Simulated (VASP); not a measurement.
# Na (P6_3/mmc) in VASP: further runs, part 2 of 2

VASP 6.6.1. The steps go on from the part before.

### 4 Single point, PBE

INCAR reads:

```
SYSTEM = Na
PREC     = Accurate       ! precision mode
ENCUT    = 900            ! plane-wave cutoff, eV
EDIFF    = 1E-8           ! SCF threshold, eV
ISMEAR   = 0              ! smearing method
SIGMA    = 0.05           ! smearing width, eV
LREAL    = .FALSE.        ! projectors in reciprocal space
LASPH    = .TRUE.         ! aspherical terms in the spheres
NELM     = 100            ! most SCF steps
ALGO     = Normal         ! electronic algorithm
ISIF     = 2              ! what is computed and relaxed
LWAVE    = .FALSE.        ! write WAVECAR
LCHARG   = .FALSE.        ! write CHGCAR
GGA      = PE             ! functional
NBANDS   = 14             ! bands
ADDGRID  = .FALSE.
```

KPOINTS reads:

```
regular mesh
0
G
  14 14 8
  0 0 0
```

POSCAR reads:

```
Na
1.0
    3.7670000000      0.0000000000      0.0000000000
   -1.8835000000      3.2623176961      0.0000000000
    0.0000000000      0.0000000000      6.1540000000
Na
2
Direct
    0.6607270000      0.3253030000      0.7651560000
    0.3322080000      0.6634530000      0.2738460000
```

Potentials or basis: VASP PAW PBE potentials, release 64 (Na_pv).

On the command line:

```
$ cat potpaw_PBE.64/Na_pv/POTCAR > POTCAR
$ mpirun -np 1 vasp_std > vasp.out
```

OUTCAR:

```text
SYSTEM = Na
   PREC = Accurate
   ENCUT = 900
   EDIFF = 1E-8
   ISMEAR = 0
   LREAL = .FALSE.
   LASPH = .TRUE.
   NELM = 100
   ISIF = 2
   GGA = PE

 ion  position               nearest neighbor table
   1  0.661  0.325  0.765-
   2  0.332  0.663  0.274-

  LATTYP: Found a hexagonal cell.
 ALAT       =     3.7670000000
 C/A-ratio  =     1.6336607380

  Lattice vectors:

 A1 = (   3.7670000000,   0.0000000000,   0.0000000000)
 A2 = (  -1.8835000000,   3.2623176961,   0.0000000000)
 A3 = (   0.0000000000,   0.0000000000,   6.1540000000)

Analysis of symmetry for initial positions (statically):
=====================================================================
 Subroutine PRICEL returns:
 Original cell was already a primitive cell.

 Routine SETGRP: Setting up the symmetry group for a
 hexagonal supercell.

 Subroutine GETGRP returns: Found  2 space group operations
 (whereof  1 operations were pure point group operations)
 out of a pool of 24 trial point group operations.

The static configuration has the point symmetry C_1 .
 The point group associated with its full space group is S_2 .

[... 177 lines left out ...]
      6     -24.6403      2.00000
      7      -2.9649      2.00000
      8       0.8253      0.00000
      9       1.2099      0.00000
     10      10.1409      0.00000
     11      10.1488      0.00000
     12      10.4775      0.00000
     13      10.4913      0.00000
     14      10.6411      0.00000
[... 377 lines left out ...]
      1     -24.6714      2.00000
      2     -24.6486      2.00000
      3     -24.6465      2.00000
      4     -24.6438      2.00000
      5     -24.6412      2.00000
      6     -24.6409      2.00000
      7      -2.7416      2.00000
      8       1.0242      0.00000
      9       1.4272      0.00000
     10       7.8334      0.00000
     11       8.2058      0.00000
     12      10.6056      0.00000
     13      10.6789      0.00000
     14      11.2118      0.00000

 [... further k-points ...]

------------------------ aborting loop because EDIFF is reached ----------------------------------------

  FORCE on cell =-STRESS in cart. coord.  units (eV):
  Direction    XX          YY          ZZ          XY          YZ          ZX
  --------------------------------------------------------------------------------------
  -------------------------------------------------------------------------------------
  Total       -0.0697452     -0.0588159     -0.0737591     -0.0031774      0.0005103      0.0003573
  in kB       -1.4775620     -1.2460237     -1.5625959     -0.0673142      0.0108098      0.0075691
  external PRESSURE =      -1.4287272 kB  Pullay stress =       0.0000000 kB

 VOLUME and BASIS-vectors are now :
 -----------------------------------------------------------------------------
  energy-cutoff  :      900.00
  volume of cell :       75.63
      direct lattice vectors                 reciprocal lattice vectors
     3.767000000  0.000000000  0.000000000     0.265463233  0.153265269  0.000000000
    -1.883500000  3.262317696  0.000000000     0.000000000  0.306530538  0.000000000
     0.000000000  0.000000000  6.154000000     0.000000000  0.000000000  0.162495938

 POSITION                                       TOTAL-FORCE (eV/Angst)
 -----------------------------------------------------------------------------------
      1.87625      1.06124      4.70877         0.001060      0.001956      0.033255
      0.00181      2.16439      1.68525        -0.001060     -0.001956     -0.033255
 -----------------------------------------------------------------------------------
    total drift:                               -0.000001      0.000000     -0.000036

  FREE ENERGIE OF THE ION-ELECTRON SYSTEM (eV)
  ---------------------------------------------------
  free  energy   TOTEN  =        -2.6231676563 eV

  energy  without entropy=       -2.6218740680  energy(sigma->0) =       -2.62252086
```

OSZICAR:

```text
N       E                     dE             d eps       ncg     rms          rms(c)
DAV:   1     0.117230098339E+03    0.11723E+03   -0.94479E+03 22064   0.139E+03
DAV:   2     0.193738591381E+01   -0.11529E+03   -0.11379E+03 22592   0.341E+02
DAV:   3    -0.255549757572E+01   -0.44929E+01   -0.44877E+01 27914   0.714E+01
DAV:   4    -0.262323107065E+01   -0.67733E-01   -0.67730E-01 24344   0.967E+00
DAV:   5    -0.262480080182E+01   -0.15697E-02   -0.15697E-02 28262   0.151E+00    0.286E-01
DAV:   6    -0.262383786080E+01    0.96294E-03   -0.12976E-03 27080   0.426E-01    0.191E-01
DAV:   7    -0.262318955055E+01    0.64831E-03   -0.21894E-03 30576   0.478E-01    0.260E-02
DAV:   8    -0.262316888888E+01    0.20662E-04   -0.21404E-04 27188   0.219E-01    0.651E-03
DAV:   9    -0.262316730416E+01    0.15847E-05   -0.10408E-05 27584   0.538E-02    0.173E-03
DAV:  10    -0.262316756770E+01   -0.26354E-06   -0.63457E-07 25766   0.848E-03    0.699E-04
DAV:  11    -0.262316766383E+01   -0.96131E-07   -0.60392E-08 24608   0.228E-03    0.102E-04
DAV:  12    -0.262316765634E+01    0.74913E-08   -0.59190E-10 15598   0.331E-04
   1 F= -.26231677E+01 E0= -.26225209E+01  d E =-.129359E-02
```

stdout:

```text
POSCAR found type information on POSCAR Na
 POSCAR found :  1 types and       2 ions
 scaLAPACK will be used
 LDA part: xc-table for (Slater+PW92), standard interpolation
 POSCAR, INCAR and KPOINTS ok, starting setup
 FFT: planning ... GRIDC
 FFT: planning ... GRID_SOFT
 FFT: planning ... GRID
 WAVECAR not read
 entering main loop
```

Run time: 15 min. Hardware: 1 thread of Intel Xeon Platinum 8488C (Sapphire Rapids), shared host; peak memory 1.4 GiB.

What came out:

* Free energy: -2.6232 eV
* Pressure: -0.1 GPa
* Largest force: 0.033 eV/Å
* Band gap on the k mesh: none (metal or under the smearing width)

Forces in eV/Å, atoms in the order of the input:
```
Na   0.001  0.002  0.033
Na  -0.001 -0.002 -0.033
```

Levels at points of the mesh, in eV from the Fermi level:
```tsv
k point	band 4	band 5	band 6	band 7	band 8	band 9	band 10	band 11
(0.00, 0.00, 0.00)	-24.89	-24.89	-24.89	-3.22	0.57	0.96	9.89	9.90
(0.50, 0.00, 0.00)	-24.91	-24.90	-24.90	0.26	0.37	3.84	3.85	4.31
(0.00, 0.50, 0.00)	-24.91	-24.90	-24.90	0.26	0.37	3.84	3.85	4.32
(0.50, 0.50, 0.00)	-24.91	-24.90	-24.90	0.26	0.37	3.84	3.85	4.31
(0.00, 0.00, 0.50)	-24.90	-24.90	-24.90	-2.23	-2.17	5.47	5.48	10.46
(0.50, 0.00, 0.50)	-24.90	-24.90	-24.90	1.06	1.08	1.52	1.54	7.59
(0.00, 0.50, 0.50)	-24.90	-24.90	-24.90	1.05	1.08	1.53	1.54	7.58
(0.50, 0.50, 0.50)	-24.90	-24.90	-24.90	1.06	1.08	1.53	1.54	7.58
```

### 5 Single point, PBE

Changes to INCAR since step 4:

```diff
@@ -2,6 +2,6 @@
 PREC     = Accurate       ! precision mode
-ENCUT    = 900            ! plane-wave cutoff, eV
-EDIFF    = 1E-8           ! SCF threshold, eV
+ENCUT    = 220            ! plane-wave cutoff, eV
+EDIFF    = 1E-6           ! SCF threshold, eV
 ISMEAR   = 0              ! smearing method
-SIGMA    = 0.05           ! smearing width, eV
+SIGMA    = 0.2            ! smearing width, eV
 LREAL    = .FALSE.        ! projectors in reciprocal space
```

KPOINTS reads:

```
regular mesh
0
G
  3 3 2
  0 0 0
```

POSCAR reads:

```
Na
1.0
    3.7670000000      0.0000000000      0.0000000000
   -1.8835000000      3.2623176961      0.0000000000
    0.0000000000      0.0000000000      6.1540000000
Na
2
Direct
    0.6666666667      0.3333333333      0.7500000000
    0.3333333333      0.6666666667      0.2500000000
```

Potentials or basis: VASP PAW PBE potentials, release 64 (Na_pv).

On the command line:

```
$ cat potpaw_PBE.64/Na_pv/POTCAR > POTCAR
$ mpirun -np 1 vasp_std > vasp.out
```

OUTCAR:

```text
SYSTEM = Na
   PREC = Accurate
   ENCUT = 220
   EDIFF = 1E-6
   ISMEAR = 0
   LREAL = .FALSE.
   LASPH = .TRUE.
   NELM = 100
   ISIF = 2
   GGA = PE

 Found      6 irreducible k-points:

 Following reciprocal coordinates:
            Coordinates               Weight
  0.000000  0.000000  0.000000      1.000000
  0.333333 -0.000000  0.000000      6.000000
  0.333333  0.333333  0.000000      2.000000
  0.000000  0.000000  0.500000      1.000000
  0.333333 -0.000000  0.500000      6.000000
  0.333333  0.333333  0.500000      2.000000
   k-points           NKPTS =      6   k-points in BZ     NKDIM =      6   number of bands    NBANDS=     14
[... 180 lines left out ...]
  --------------------------------------------------------------------------------------
  -------------------------------------------------------------------------------------
  Total       -4.3725328     -4.3725328     -4.6906462      0.0000000      0.0000000      0.0000000
  in kB      -92.6326930    -92.6326930    -99.3719686      0.0000000      0.0000000      0.0000000
  external PRESSURE =     -94.8791182 kB  Pullay stress =       0.0000000 kB

 VOLUME and BASIS-vectors are now :
 -----------------------------------------------------------------------------
  energy-cutoff  :      220.00
  volume of cell :       75.63
      direct lattice vectors                 reciprocal lattice vectors
     3.767000000  0.000000000  0.000000000     0.265463233  0.153265269  0.000000000
    -1.883500000  3.262317696  0.000000000     0.000000000  0.306530538  0.000000000
     0.000000000  0.000000000  6.154000000     0.000000000  0.000000000  0.162495938

 POSITION                                       TOTAL-FORCE (eV/Angst)
 -----------------------------------------------------------------------------------
      1.88350      1.08744      4.61550        -0.000000      0.000000      0.000000
     -0.00000      2.17488      1.53850         0.000000      0.000000      0.000000
 -----------------------------------------------------------------------------------
    total drift:                                0.000000     -0.000000      0.000000

  FREE ENERGIE OF THE ION-ELECTRON SYSTEM (eV)
  ---------------------------------------------------
  free  energy   TOTEN  =        -2.5838880293 eV

  energy  without entropy=       -2.5239675041  energy(sigma->0) =       -2.55392777
```

stdout:

```text
POSCAR found type information on POSCAR Na
 POSCAR found :  1 types and       2 ions
 scaLAPACK will be used
 LDA part: xc-table for (Slater+PW92), standard interpolation
 POSCAR, INCAR and KPOINTS ok, starting setup
 FFT: planning ... GRIDC
 FFT: planning ... GRID_SOFT
 FFT: planning ... GRID
 WAVECAR not read
 entering main loop
```

It took 2.1 s on 1 thread of Intel Xeon Platinum 8488C (Sapphire Rapids), shared host; peak memory 0.11 GiB.

The run converged, but a check on its numbers failed (symmetry, net force, bounds or a known fault of this set-up), so they aren't taken as properties of the crystal.

Caveat: the k mesh is coarse (spacing up to 0.64 Å⁻¹), so the values aren't converged; the cutoff lies under the usual one of these potentials, so the numbers hold a large basis-set error.

### 6 For comparison

An earlier run on the cell as given: functional PBE; potentials or basis VASP PAW PBE potentials, release 64 (Na_pv); cutoff 520 eV; k mesh 8 × 8 × 5; occupations fermi-dirac, width 0.05 eV; no spin polarisation.

* Pressure: -0.2 GPa
* Band gap on the k mesh: none (metal or under the smearing width)

### 7 Overview

| task | level | cell | k mesh | cutoff (eV) | smearing | gap on the mesh (eV) | pressure (GPa) |
| --- | --- | --- | --- | --- | --- | --- | --- |
| relaxation of the atoms | PBE+TS | atoms relaxed from: volume scaled by 1.25 | 8 × 8 × 5 | 520 | methfessel-paxton 0.1 eV | none | -6.3 |
| single point | PBE | as given | 14 × 14 × 8 | 900 | gaussian 0.05 eV | none | -0.1 |
| single point | PBE | grid = ENCUT=900 k=14x14x8 ISMEAR=0 SIGMA=0.05 PREC=Accurate EDIFF=1e-08 LREAL=False ADDGRID=False LASPH=True; atoms moved at random, drawn with an rms of 0.1 Å | 14 × 14 × 8 | 900 | gaussian 0.05 eV | none | -0.1 |
| single point | PBE | as given | 8 × 8 × 5 | 520 | fermi-dirac 0.05 eV | none | -0.2 |

Alike in all rows: potentials or basis VASP PAW PBE potentials, release 64 (Na_pv); no spin polarisation.

Caveats: the relaxation stopped at its first step, so nothing moved (some runs); atom-pairwise D2, TS and ULG terms overbind metals (some runs); pairwise dispersion overbinds metals, which lowers pressure and volume (some runs).

Absolute energies hang on the potentials; compare differences alone.
